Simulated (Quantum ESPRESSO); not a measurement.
# Hf (P6_3/mmc) in Quantum ESPRESSO: notebook, part 2 of 2

Quantum ESPRESSO 7.5. Earlier steps stand in the parts before.

**5. Single point, LDA, 21.93 Å³/atom**

The input, pw.in:

```
&CONTROL
  calculation = 'scf'
  prefix = 'pwscf'
  outdir = './tmp'
  pseudo_dir = './pseudo'
  tprnfor = .true.
  tstress = .true.
  disk_io = 'nowf'
/
&SYSTEM
  ibrav = 0
  nat = 2
  ntyp = 1
  ecutwfc = 45
  ecutrho = 360
  nbnd = 19
  occupations = 'smearing'
  smearing = 'fd'
  degauss = 0.00367493
/
&ELECTRONS
  conv_thr = 4d-10
  electron_maxstep = 120
  mixing_beta = 0.5
/
ATOMIC_SPECIES
Hf   178.4900 hf_lda_v1.uspp.F.UPF
CELL_PARAMETERS angstrom
   3.1752449911    0.0000000000    0.0000000000
  -1.5876224956    2.7498428256    0.0000000000
   0.0000000000    0.0000000000    5.0238540107
ATOMIC_POSITIONS crystal
Hf     0.6666666667    0.3333333333    0.7500000000
Hf     0.3333333333    0.6666666667    0.2500000000
K_POINTS automatic
10 10 5 0 0 0
```

Run with:

```bash
OMP_NUM_THREADS=1 mpirun -n 2 pw.x -nk 2 -in pw.in > pw.out
```

It took 12 s on 2 MPI ranks of Arm Neoverse V2, shared host; peak memory 0.34 GiB.

The run converged. Its results:

```
Free energy            : -4315.1297 eV
Pressure               : -5.8 GPa
Band gap on the k mesh : none (metal or under the smearing width)
```

**6. Single point, LDA, 22.38 Å³/atom**

pw.in: that of step 5 with these lines changed.

```diff
@@ -28,5 +28,5 @@
 CELL_PARAMETERS angstrom
-   3.1752449911    0.0000000000    0.0000000000
-  -1.5876224956    2.7498428256    0.0000000000
-   0.0000000000    0.0000000000    5.0238540107
+   3.1967000000    0.0000000000    0.0000000000
+  -1.5983500000    2.7684234083    0.0000000000
+   0.0000000000    0.0000000000    5.0578000000
 ATOMIC_POSITIONS crystal
```

Potentials or basis: GBRV 1.5 LDA.

Run with:

```bash
OMP_NUM_THREADS=1 mpirun -n 2 pw.x -nk 2 -in pw.in > pw.out
```

Wall time 11 s (2 MPI ranks of Arm Neoverse V2, shared host); peak memory 0.36 GiB.

Results (log left out):

* Free energy: -4315.0939 eV
* Pressure: -7.7 GPa
* Band gap on the k mesh: none (metal or under the smearing width)

**7. Single point, LDA, 22.83 Å³/atom**

pw.in: that of step 6 with these lines changed.

```diff
@@ -28,5 +28,5 @@
 CELL_PARAMETERS angstrom
-   3.1967000000    0.0000000000    0.0000000000
-  -1.5983500000    2.7684234083    0.0000000000
-   0.0000000000    0.0000000000    5.0578000000
+   3.2178708157    0.0000000000    0.0000000000
+  -1.6089354078    2.7867578725    0.0000000000
+   0.0000000000    0.0000000000    5.0912963404
 ATOMIC_POSITIONS crystal
```

Run with:

```bash
OMP_NUM_THREADS=1 mpirun -n 2 pw.x -nk 2 -in pw.in > pw.out
```

Wall time 11 s (2 MPI ranks of Arm Neoverse V2, shared host); peak memory 0.36 GiB.

Results (log left out):

* Free energy: -4315.0476 eV
* Pressure: -9.5 GPa
* Band gap on the k mesh: none (metal or under the smearing width)

**8. Single point, LDA, 23.28 Å³/atom**

pw.in: that of step 7 with these lines changed.

```diff
@@ -28,5 +28,5 @@
 CELL_PARAMETERS angstrom
-   3.2178708157    0.0000000000    0.0000000000
-  -1.6089354078    2.7867578725    0.0000000000
-   0.0000000000    0.0000000000    5.0912963404
+   3.2387666662    0.0000000000    0.0000000000
+  -1.6193833331    2.8048542099    0.0000000000
+   0.0000000000    0.0000000000    5.1243576326
 ATOMIC_POSITIONS crystal
```

Run with:

```bash
OMP_NUM_THREADS=1 mpirun -n 2 pw.x -nk 2 -in pw.in > pw.out
```

It took 14 s on 2 MPI ranks of Arm Neoverse V2, shared host; peak memory 0.36 GiB.

Results (log left out):

```
Free energy            : -4314.9916 eV
Pressure               : -11.2 GPa
Band gap on the k mesh : none (metal or under the smearing width)
```

**9. Single point, LDA, 23.72 Å³/atom**

pw.in: that of step 8 with these lines changed.

```diff
@@ -28,5 +28,5 @@
 CELL_PARAMETERS angstrom
-   3.2387666662    0.0000000000    0.0000000000
-  -1.6193833331    2.8048542099    0.0000000000
-   0.0000000000    0.0000000000    5.1243576326
+   3.2593963094    0.0000000000    0.0000000000
+  -1.6296981547    2.8227200050    0.0000000000
+   0.0000000000    0.0000000000    5.1569977332
 ATOMIC_POSITIONS crystal
```

Potentials or basis: GBRV 1.5 LDA.

Run with:

```bash
OMP_NUM_THREADS=1 mpirun -n 2 pw.x -nk 2 -in pw.in > pw.out
```

Run time: 15 s. Hardware: 2 MPI ranks of Arm Neoverse V2, shared host; peak memory 0.36 GiB.

Results (log left out):

```yaml
Free_energy: -4314.9269 eV
Pressure: -12.6 GPa
Band_gap_on_the_k_mesh: none (metal or under the smearing width)
```

**10. Equation of state, LDA**

Potentials or basis: GBRV 1.5 LDA.

No new run: the results of the series are fitted here.

What came out:

```yaml
Equilibrium_volume: "20.89 Å³/atom (rough: see the caveat)"
Bulk_modulus_at_fixed_shape_and_positions: 121 GPa (rough)
```

Energy against volume, from the lowest point:
```tsv
volume (Å³/atom)	energy (meV/atom)
21.037	0.00
21.485	5.71
21.933	17.83
22.380	35.72
22.828	58.89
23.276	86.87
23.723	119.23
```

Caveat: the minimum lies outside the volumes run; the cell was scaled at fixed shape and fractional positions, which overstates the stiffness of a crystal with free parameters, most of all of layers and chains. The run has no spin-orbit coupling, so splittings on Hf are missing.

**11. For comparison**

An earlier run on the cell as given: functional PBEsol; potentials or basis GBRV 1.5 PBEsol; cutoff 612 eV; density cutoff 4898 eV; k mesh 10 × 10 × 5; occupations fermi-dirac, width 0.05 eV; no spin polarisation.

* Pressure: -3.9 GPa
* Band gap on the k mesh: none (metal or under the smearing width)

**12. Summary**

| task | level | potentials or basis | form of the LDA correlation | gap on the mesh (eV) | pressure (GPa) |
| --- | --- | --- | --- | --- | --- |
| band structure | PBEsol | GBRV 1.5 PBEsol | - | none | -3.9 |
| equation of state | LDA | GBRV 1.5 LDA | PZ81 | - | - |
| single point | PBEsol | GBRV 1.5 PBEsol | - | none | -3.9 |

Alike in all rows: no spin polarisation; cell as given; k mesh 10 × 10 × 5; cutoff (eV) 612; smearing fermi-dirac 0.05 eV.

Caveats: spin-orbit coupling is left out, which moves the levels of the heavy elements (some runs); the minimum lies outside the volumes run (some runs); the cell was scaled at fixed shape and fractional positions, which overstates the stiffness of a crystal with free parameters, most of all of layers and chains (some runs).

Absolute energies hang on the potentials; compare differences alone.
